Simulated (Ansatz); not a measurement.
**PbI2: band gap under strain**

Aim: follow the gap of the published phase of PbI2 through these states: no strain; -2.2 % equal strain in all directions; +3.8 % biaxial strain in x and y, z held. The table at the end shows which levels were run.

Program: Ansatz 0.2.0. PAW datasets, plane waves. The values are computed, spin-unpolarised, and not measurements.

### Step 1. The structure to begin with

The unstrained cell was relaxed with r2SCAN+rVV10; in each strained cell the atoms were relaxed again with r2SCAN+rVV10. Names of k-points are those of the unstrained zone, where strain can split equivalent points. First state: no strain.

It is trigonal, P-3m1 (No. 164); a = 4.566 Å, c = 7.041 Å in the conventional setting, 42.37 Å³ an atom. Near Pb stand 6 I at 3.24 Å; near I stand 3 Pb at 3.24 Å.

Coordinates:

```
CELL_PARAMETERS angstrom
4.56573 0.00000 0.00000
-2.28286 3.95403 0.00000
0.00000 0.00000 7.04108
ATOMIC_POSITIONS crystal
Pb 0.00000 0.00000 0.00000
I 0.33333 0.66667 0.26678
I 0.66667 0.33333 0.73322
```

### Step 2. No strain: PBE

input.yaml reads:

```yaml
crystal:
  lattice:
    - [4.5657260523, 0.0, 0.0]
    - [-2.2828630262, 3.954034748, 0.0]
    - [0.0, 0.0, 7.0410821077]
  atoms:
    - { symbol: Pb, position: [0.0, 0.0, 0.0] }
    - { symbol: I, position: [0.3333333333, 0.6666666667, 0.2667794128] }
    - { symbol: I, position: [0.6666666667, 0.3333333333, 0.7332205872] }
kpoints:
  mp_grid: { grid: [6, 6, 4] }
  band_path:
    path:
      - [0.0, 0.0, 0.0]
      - [0.5, 0.0, 0.0]
      - [0.3333333333, 0.3333333333, 0.0]
      - [0.0, 0.0, 0.5]
      - [0.5, 0.0, 0.5]
      - [0.3333333333, 0.3333333333, 0.5]
    npoints: 1
hamiltonian:
  xc: pbe
scf:
  occupations: { method: fermi_dirac, width: 0.02 }
  n_extra_bands: 4
output:
  forces: true
  stress: true
  eigenvalues: true
  write_density: true
  write_potential: true
  elf: true
  volumetric_format: npy
```

Launch:

```sh
$ ansatz run input.yaml --threads 4 --pin off --max-ram 5529MiB --backend cpu --events-out ev --progress --plain --runs-dir out
```

The runs that follow: No strain: r2SCAN; No strain: HSE06; -2.2 % equal strain in all directions: PBE; -2.2 % equal strain in all directions: r2SCAN; -2.2 % equal strain in all directions: HSE06; +3.8 % biaxial strain in x and y, z held: PBE; +3.8 % biaxial strain in x and y, z held: r2SCAN; +3.8 % biaxial strain in x and y, z held: HSE06.

What does the calculation give?

The runs gave:

Least gap in eV (negative: overlap), with the change from the unstrained cell in brackets:

```
                                   state  volume change (%)           PBE        r2SCAN         HSE06
                               no strain               +0.0          2.23          2.62          2.93
   -2.2 % equal strain in all directions               -6.4  2.11 (-0.12)  2.51 (-0.11)  2.79 (-0.14)
+3.8 % biaxial strain in x and y, z held               +7.8  2.17 (-0.06)  2.55 (-0.07)  2.89 (-0.04)
```

What this shows: The largest move of the HSE06 gap in the table is -0.146 eV, under -2.2 % equal strain in all directions. PBE and HSE06 differ by 0.70 eV on the unstrained gap, and by at most 0.03 eV on its change: PBE follows the response to strain far better than the gap itself. In PBE the gap turns indirect under +3.8 % biaxial strain in x and y, z held. Spin-orbit coupling is left out of the table, though the cell holds Pb (Z = 82); in an element this heavy it can shift bands and gaps by tenths of an eV.
